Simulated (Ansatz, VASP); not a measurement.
Two plane-wave programs on WS2

```xyz
3
Lattice="3.2046 0.0000 0.0000 -1.6023 2.7753 0.0000 0.0000 0.0000 17.0628" Properties=species:S:1:pos:R:3 pbc="T T T"
W     0.0000    0.0000    0.0000
S     0.0000    1.8502    1.5698
S     0.0000    1.8502   15.4930
```

Change from the starting cell: volume scaled by 1.02.

Alike in both runs: task single point; functional PBEsol; k mesh 10 × 10 × 2; occupations fermi-dirac, width 0.05 eV; no spin polarisation.

|  | VASP | Ansatz |
| --- | --- | --- |
| version | VASP 6.6.1 | Ansatz 0.2.0 |
| potentials or method | VASP PAW PBE potentials, release 64 (W_sv, S) | Ansatz PAW |
| plane-wave cutoff (eV) | 520 | 420 |
| valence electrons in the cell | 26 | 26 |

|  | VASP | Ansatz | Ansatz less VASP |
| --- | --- | --- | --- |
| gap on the k mesh at the Fermi level (eV) | 1.94 | 1.93 | -0.011 |
| least direct gap on the mesh (eV) | 2.09 | 2.09 | -0.004 |
| rms of the force components (eV/Å) | 0.211 | 0.221 | +0.0097 |

Atom by atom the forces differ by 0.010 eV/Å (rms over components). The functional is the same, so the differences come from potentials, cutoffs and numerics.

Caveats: spin-orbit coupling is left out, which moves the levels of the heavy elements; the PAW data sets were made with another functional, which shifts forces and pressure a little (VASP); the PAW data sets come from PBE, with cores solved anew for the run's functional, which leaves a small shift of forces and pressure (Ansatz).
